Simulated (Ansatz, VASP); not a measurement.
**One calculation of MgS, two programs**

```
CELL_PARAMETERS angstrom
0.05684 2.60152 2.60152
2.60152 0.05684 2.60152
2.65836 2.65836 0.00000
ATOMIC_POSITIONS crystal
Mg 0.00000 0.00000 0.00000
S 0.50000 0.50000 0.50000
```

Change from the starting cell: shear_xy strain +4.4%.

Alike in both runs: task single point; functional PBE; k mesh 8 × 8 × 8; occupations fermi-dirac, width 0.02 eV; no spin polarisation.

|  | VASP | Ansatz |
| --- | --- | --- |
| version | VASP 6.6.1 | Ansatz 0.2.0 |
| potentials or method | VASP PAW PBE potentials, release 64 (Mg, S) | plane waves, PAW |
| plane-wave cutoff (eV) | 520 | 420 |
| valence electrons in the cell | 8 | 16 |

|  | VASP | Ansatz | Ansatz less VASP |
| --- | --- | --- | --- |
| gap on the k mesh at the Fermi level (eV) | 2.50 | 2.51 | +0.014 |
| pressure (GPa) | 0.9 | 1.2 | +0.30 |
| largest component of the traceless stress (GPa) | 2.41 | 2.41 | -0.003 |

The two sets of potentials don't hold the same shells in valence.

A k mesh can miss the band edges.
